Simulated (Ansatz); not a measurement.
# InSb: pressure and energy less free atoms against volume scale

Periodic Kohn-Sham DFT of a crystal at fixed atoms, scaled to volume_scale times the given cell; pressure positive in compression, energy less spherical unpolarised free atoms, largest_vzz the field gradient of largest size among the nuclei. The results are calculated, by Ansatz 0.2.0.

The cell before it is scaled or strained (space group F-43m, No. 216):
```
cell vectors (Å)
   0.0000     3.2391     3.2391
   3.2391     0.0000     3.2391
   3.2391     3.2391     0.0000
atoms (fractions of the cell vectors)
In  0.00000  0.00000  0.00000
Sb  0.75000  0.75000  0.75000
```

Settings of every row: method all-electron LAPW; functional PBEsol; relativity scalar; k mesh 9x9x9; filling fermi-dirac; smearing width 0.05 eV; basis error target 0.25 meV/atom; nucleus gaussian.

Atom start moment: 0 on all atoms.

Limits: no spin-orbit coupling on heavy atoms; small gap, it may come from the mesh.

```csv
row,volume scale,V (Å³/atom),pressure (GPa),energy less free atoms (eV/atom)
1,0.94,31.945,4.198,-3.8009
2,0.96,32.625,2.962,-3.816
3,0.98,33.304,1.851,-3.8262
4,0.99,33.644,1.34,-3.8296
5,1,33.984,0.857,-3.8319
6,1.01,34.324,0.401,-3.8332
7,1.02,34.664,-0.029,-3.8336
8,1.04,35.343,?,?
9,1.06,36.023,-1.523,-3.8268
```

Question: what pressure and energy less free atoms should row 8 give?

Worked fit of pressure. Take u = (V_r/V)^(2/3) − 1 with V_r = 33.814 Å³ an atom, which is twice the finite (Eulerian) strain; such expansions in the strain, on which the Birch-Murnaghan equation of state is built, carry the rest volume and the bulk modulus. The shown rows have u = 0.03863, 0.02415, 0.01018, 0.00337, -0.00334, -0.00993, -0.01641, -0.04131. Least squares give pressure = 1.0958 + 72.126 × u + 211.69 × u² GPa; a straight line predicts inner rows, each left out in turn, worse (root mean square 0.1 against 0.0014 GPa). The rows lie off it by 0.000, 0.001, -0.001, -0.001, 0.000, 0.001, 0.002, -0.001. The pressure vanishes at u = -0.0159, or V = 34.64 Å³ an atom, and there the bulk modulus at fixed shape and fractions is B = −V dP/dV = (2/3)(1 + u) dP/du = 42.9 GPa. The withheld row has u = -0.02905, so the fit gives 1.0958 + 72.126 × (-0.02905) + 211.69 × (-0.02905)² = -0.821 GPa.

The calculation gave -0.819 GPa. The fit lies 0.002 GPa (0.035 % of the column's range) below it; its largest miss of a shown row is 0.002 GPa.

Worked fit of energy less free atoms. Take u = (V_r/V)^(2/3) − 1 with V_r = 33.814 Å³ an atom, which is twice the finite (Eulerian) strain; such expansions in the strain, on which the Birch-Murnaghan equation of state is built, carry the rest volume and the bulk modulus. The shown rows have u = 0.03863, 0.02415, 0.01018, 0.00337, -0.00334, -0.00993, -0.01641, -0.04131. Least squares give energy less free atoms = −3.83086 + 0.3466 × u + 10.946 × u² + 4.3 × u³ eV/atom; a parabola predicts inner rows, each left out in turn, worse (root mean square 7.5e-05 against 4.2e-05 eV/atom). All shown rows lie on it to the printed digit. Its lowest point lies at u = -0.0160, or V = 34.64 Å³ an atom, and the curvature there gives the bulk modulus at fixed shape and fractions, B = (4/9)(1 + u)² E″(u)/V = 42.8 GPa. The withheld row has u = -0.02905, so the fit gives −3.83086 + 0.3466 × (-0.02905) + 10.946 × (-0.02905)² + 4.3 × (-0.02905)³ = -3.8318 eV/atom.

The calculation gave -3.8318 eV/atom. The fit meets it to the printed digit.
